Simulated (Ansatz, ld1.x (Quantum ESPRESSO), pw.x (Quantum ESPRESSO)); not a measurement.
silicon: does the RRKJ potential hold in the solid?

```json
{
 "Element": "silicon",
 "Generator": "ld1.x (Quantum ESPRESSO) 7.5",
 "Type": "norm-conserving RRKJ (Kleinman–Bylander form)",
 "Functional": "PBE",
 "Relativity": "scalar-relativistic",
 "Frozen core": "[Ne]",
 "Valence charge": "4",
 "Reference configuration": "3s2 3p1 (charge +1)",
 "Partial waves": "3s (bound): rc 1.55 bohr; 3p (bound): rc 2.20 bohr",
 "Local potential": "all-electron potential smoothed inside 1.45 bohr (lloc = -2)",
 "Core correction": "Bessel-smoothed model core inside 1.05 bohr",
 "rho0": "0.02"
}
```

Atomic tests: cutoffs needed: 35 Ry and 55 Ry (the cutoffs (Ry, on a coarse ladder) from which the occupation-weighted sum of valence levels, in a spherical-Bessel basis at the reference potential, stays within 10 and 1 mRy of its value at 400 Ry); ghost test: no extra level below or beside the all-electron valence levels (s, p, d, f tested) (spherical-Bessel basis up to 400 Ry, 20 bohr box); largest excitation error: +59 meV (all-electron minus pseudo) for 3s1 3p0, out of 7 test configurations.

Crystal test: fcc Si in pw.x 7.5, no spin, 15³ k-points, Fermi–Dirac smearing 0.01 Ry, cutoffs 70/280 Ry. The lattice is a test structure that the element need not adopt, and mesh and smearing are coarse.

pw.x input:

```
&control
  calculation='scf', prefix='x', pseudo_dir='./', outdir='./tmp', tstress=.true., disk_io='none'
/
&system
  ibrav=0, nat=1, ntyp=1, ecutwfc=70, ecutrho=280, nbnd=9,
  occupations='smearing', smearing='fd', degauss=0.01
/
&electrons
  conv_thr=1e-09, mixing_beta=0.4, electron_maxstep=70
/
ATOMIC_SPECIES
Si 1.0 Si.UPF
CELL_PARAMETERS angstrom
  0.00000000 1.93209559 1.93209559
  1.93209559 0.00000000 1.93209559
  1.93209559 1.93209559 0.00000000
ATOMIC_POSITIONS crystal
Si 0.0000 0.0000 0.0000
K_POINTS automatic
15 15 15 0 0 0
```

```bash
pw.x < Si.scf.in > Si.scf.out
```

Task: How does the run end?

Result: It converges; the pressure is 6.05 GPa against 0.32 GPa from all-electron LAPW. This is a poor potential for the solid. The log shows:

```
     using ibrav=0 with symmetry is DISCOURAGED, use correct ibrav instead
     lattice parameter (alat)  =       5.1635  a.u.
     unit-cell volume          =      97.3447 (a.u.)^3
     number of electrons       =         4.00
     number of Kohn-Sham states=            9
     kinetic-energy cutoff     =      70.0000  Ry
     charge density cutoff     =     280.0000  Ry
     scf convergence threshold =      1.0E-09
     Exchange-correlation= PBE
     number of k points=   120  Fermi-Dirac smearing, width (Ry)=  0.0100
     iteration #  1     ecut=    70.00 Ry     beta= 0.40
     total energy              =     -16.52665146 Ry
     estimated scf accuracy    <       0.03573179 Ry
     iteration #  2     ecut=    70.00 Ry     beta= 0.40
     total energy              =     -16.52249533 Ry
     estimated scf accuracy    <       0.01084356 Ry
     iteration #  3     ecut=    70.00 Ry     beta= 0.40
     total energy              =     -16.52309759 Ry
     estimated scf accuracy    <       0.00001158 Ry
     iteration #  4     ecut=    70.00 Ry     beta= 0.40
     total energy              =     -16.52310244 Ry
     estimated scf accuracy    <       0.00000533 Ry
     iteration #  5     ecut=    70.00 Ry     beta= 0.40
     total energy              =     -16.52310260 Ry
     estimated scf accuracy    <       0.00000013 Ry
     iteration #  6     ecut=    70.00 Ry     beta= 0.40
     the Fermi energy is    10.9087 ev
!    total energy              =     -16.52310261 Ry
     estimated scf accuracy    <          2.5E-11 Ry
     smearing contrib. (-TS)   =      -0.00199225 Ry
     The total energy is F=E-TS. E is the sum of the following terms:
     one-electron contribution =       4.78389774 Ry
     hartree contribution      =       0.03119429 Ry
     xc contribution           =     -11.29030388 Ry
     ewald contribution        =     -10.04589850 Ry
     convergence has been achieved in   6 iterations
          total   stress  (Ry/bohr**3)                   (kbar)     P=       60.51
     Message from routine punch:
     Nothing written, as per user request (disk_io='none')
```
